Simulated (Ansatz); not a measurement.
Bulk crystal (Al) after relaxation:

```cif
data_structure
_symmetry_space_group_name_H-M 'P 1'
_symmetry_Int_Tables_number 1
_cell_length_a 2.8543
_cell_length_b 2.8543
_cell_length_c 9.3832
_cell_angle_alpha 90.000
_cell_angle_beta 90.000
_cell_angle_gamma 120.000
_cell_volume 66.20
loop_
_atom_site_label
_atom_site_type_symbol
_atom_site_fract_x
_atom_site_fract_y
_atom_site_fract_z
_atom_site_occupancy
Al1 Al 0.00000 0.00000 0.00000 1
Al2 Al 0.33333 0.66667 0.25000 1
Al3 Al 0.00000 0.00000 0.50000 1
Al4 Al 0.66667 0.33333 0.75000 1
```

Miller indices refer to the conventional cell of P6_3/mmc (No. 194), a = 2.854 Å, b = 2.854 Å, c = 9.383 Å, α = 90.00°, β = 90.00°, γ = 120.00°.

The (001) slab of 10 planes, 21.1 Å thick with 15 Å of vacuum as cut; outer planes Al (top) and Al (bottom).

Theory: DFT PBE, scalar-relativistic, plane waves, PAW in Ansatz 0.2.0. Plane waves to 420 eV, a k mesh through Γ of 12×12×1 on the computed 10-atom cell and Gaussian smearing (0.10 eV); no spin polarisation. A dipole correction removes the field between periodic images along c.

With the atoms at the bulk's places:

```yaml
Surface_energy_mean_of_both_faces: 0.79 J/m²
Work_function: 4.04 eV
```

(1) What changes when all atoms relax within this surface cell and its symmetry?

Answers

(1) The energy falls by 0.004 J/m² a face, and the largest move is 0.05 Å.

* Surface energy (mean of both faces): 0.79 J/m²
* Work function: 4.02 eV (top), 4.04 eV (bottom)

```csv
plane (bottom to top),atoms,"spacing to next, bulk (Å)",relaxed (Å),change (%)
1,Al,2.346,2.347,+0.1
2,Al,2.346,2.329,-0.7
3,Al,2.346,2.338,-0.3
4,Al,2.346,2.337,-0.4
5,Al,2.346,2.320,-1.1
6,Al,2.346,2.333,-0.6
7,Al,2.346,2.346,0.0
8,Al,2.346,2.325,-0.9
9,Al,2.346,2.379,+1.4
10,Al,,,
```

The reference crystal is a form of Al, which isn't its usual structure.